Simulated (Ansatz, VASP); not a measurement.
## Two plane-wave programs on SiGe

```
Ge Si
1.0
     3.82475    0.00000    0.00000
    -1.91237    3.31233    0.00000
     0.00000    0.00000    6.31910
Ge Si
2 2
Cartesian
  0.0000 2.2082 0.0025
  1.9124 1.1041 3.1620
  0.0000 2.2082 2.3672
  1.9124 1.1041 5.5267
```

Change from the starting cell: volume scaled by 0.94.

Alike in both runs: task single point; functional PBEsol; k mesh 8 × 8 × 4; occupations fermi-dirac, width 0.05 eV; no spin polarisation.

|  | VASP | Ansatz |
| --- | --- | --- |
| version | VASP 6.6.1 | Ansatz 0.2.0 |
| potentials or method | VASP PAW PBE potentials, release 64 (Ge_d, Si) | Ansatz PAW |
| plane-wave cutoff (eV) | 520 | 420 |
| valence electrons in the cell | 36 | 36 |

|  | VASP | Ansatz | Ansatz less VASP |
| --- | --- | --- | --- |
| gap on the k mesh at the Fermi level (eV) | 0.25 | 0.25 | -0.001 |
| least direct gap on the mesh (eV) | 0.57 | 0.57 | -0.006 |
| pressure (GPa) | 5.4 | 5.4 | +0.03 |
| largest component of the traceless stress (GPa) | 0.11 | 0.11 | -0.005 |
| rms of the force components (eV/Å) | 0.022 | 0.022 | +0.0001 |

Atom by atom the forces differ by 0.000 eV/Å (rms over components). With one functional, cell and mesh, what is left measures potentials, basis and numerics.

Caveats: the PAW data sets were made with another functional, which shifts forces and pressure a little (VASP); the PAW data sets come from PBE, with cores solved anew for the run's functional, which leaves a small shift of forces and pressure (Ansatz). A k mesh can miss the band edges.
